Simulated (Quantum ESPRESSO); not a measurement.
Runs of Quantum ESPRESSO 7.5 on GaP. It takes space group F-43m (No. 216, cubic). The conventional cell has a = 5.451 Å, b = 5.451 Å, c = 5.451 Å, α = 90.00°, β = 90.00°, γ = 90.00°. Around Ga (site symmetry -43m) lie 4 P at 2.36 Å. P (site symmetry -43m) is surrounded by 4 Ga at 2.36 Å. 

```tsv
level	potentials or basis	spin	k mesh	k mesh of the self-consistent run	form of the LDA	mesh quality	gap on the mesh (eV)
PBEsol	PseudoDojo 0.4 FR PBEsol standard	non-collinear, zero start, SOC	4 × 4 × 4	8 × 8 × 8	-	coarse	(a)
PBEsol	PseudoDojo 0.4.1 SR PBEsol standard	off	6 × 6 × 6	8 × 8 × 8	-	not flagged	1.52
PBEsol	PseudoDojo 0.4.1 SR PBEsol standard	off	20 × 20 × 20	20 × 20 × 20	-	not flagged	1.48
LDA	PseudoDojo 0.4.1 SR LDA standard	off	6 × 6 × 6	8 × 8 × 8	PW92	not flagged	1.50
```

Alike in all rows: task single point; cell as given; cutoff (eV) 1088; smearing fixed.

Q: Fill in the values left out.

A: (a) 1.49.

Caveats: some runs use coarse meshes.

A k mesh can miss the band edges, and rows without SOC leave out spin-orbit coupling on Ga.

Runs at the PBE level aren't shown here.
